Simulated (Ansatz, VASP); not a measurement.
**MoS2 in VASP and in Ansatz**

```
CELL_PARAMETERS angstrom
3.22746 0.00000 0.00000
-1.61373 2.79507 0.00000
0.00000 0.00000 6.31247
ATOMIC_POSITIONS crystal
Mo 0.00000 0.00000 0.50000
S 0.66667 0.33333 0.74468
S 0.33333 0.66667 0.25532
```

Measurements of this composition are mostly on another form, of space group No. 194.

Alike in both runs: functional LDA; k mesh 9 × 9 × 4; occupations fermi-dirac, width 0.05 eV; no spin polarisation; Hubbard terms Mo d U = 5.0 eV.

|  | VASP | Ansatz |
| --- | --- | --- |
| version | VASP 6.6.1 | Ansatz 0.2.0 |
| potentials or method | VASP PAW LDA potentials, release 64 (Mo_sv, S) | Ansatz PAW |
| plane-wave cutoff (eV) | 520 | 420 |
| valence electrons in the cell | 26 | 26 |
| task | single point | band structure |

Ansatz gave:

| Property | Result |
| --- | --- |
| gap on the k mesh at the Fermi level (eV) | none |
| pressure (GPa) | -6.1 |
| largest component of the traceless stress (GPa) | 1.92 |
| rms of the force components (eV/Å) | 0.093 |

Q: What did VASP give for the same quantities?

A: gap on the k mesh at the Fermi level (eV): none; pressure (GPa): -3.1; largest component of the traceless stress (GPa): 1.52; rms of the force components (eV/Å): 0.045.

The programs project onto different local orbitals, so the same U acts differently. Atom by atom the forces differ by 0.138 eV/Å (rms over components). A gap of «none» marks a metal or a gap that the smearing closes.

Caveats: U without spin polarisation on a metal has little footing; the PAW data sets come from PBE, with cores solved anew for the run's functional, which leaves a small shift of forces and pressure (Ansatz).
